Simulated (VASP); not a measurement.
Here is a VASP 6.6.1 calculation.

The input INCAR:

```
SYSTEM = Mg
  PREC = Accurate
  ENCUT = 500
  EDIFF = 1E-6
  ISMEAR = 0
  SIGMA = 0.1
  LREAL = .False.
  LASPH = .True.
  NELM = 100
  ALGO = Normal
  ISIF = 2
  LWAVE = .False.
  LCHARG = .False.
  GGA = PE
  NBANDS = 7
```

File KPOINTS:

```
Automatic mesh
0
Gamma
  11 11 11
  0 0 0
```

POSCAR

```
Mg
3.0923
   -0.593730113508      0.593730113508      0.543092203214
    0.593730113508     -0.593730113508      0.543092203214
    0.593730113508      0.593730113508     -0.543092203214
Mg
1
Direct
    0.0000000000      0.0000000000      0.0000000000
```

Potentials or basis: VASP PAW PBE potentials, release 64 (Mg).

Launch:

```bash
$ cat potpaw_PBE.64/Mg/POTCAR > POTCAR
$ mpirun -np 1 vasp_std > vasp.out
```

Question: Estimate the band gap on the k mesh.

Answer: None (metal or under the smearing width).

Question: Estimate the pressure.

Answer: 0.4 GPa.

Stress tensor (GPa, compression positive):
```
0.33 0.00 0.00
0.00 0.33 0.00
0.00 0.00 0.69
```
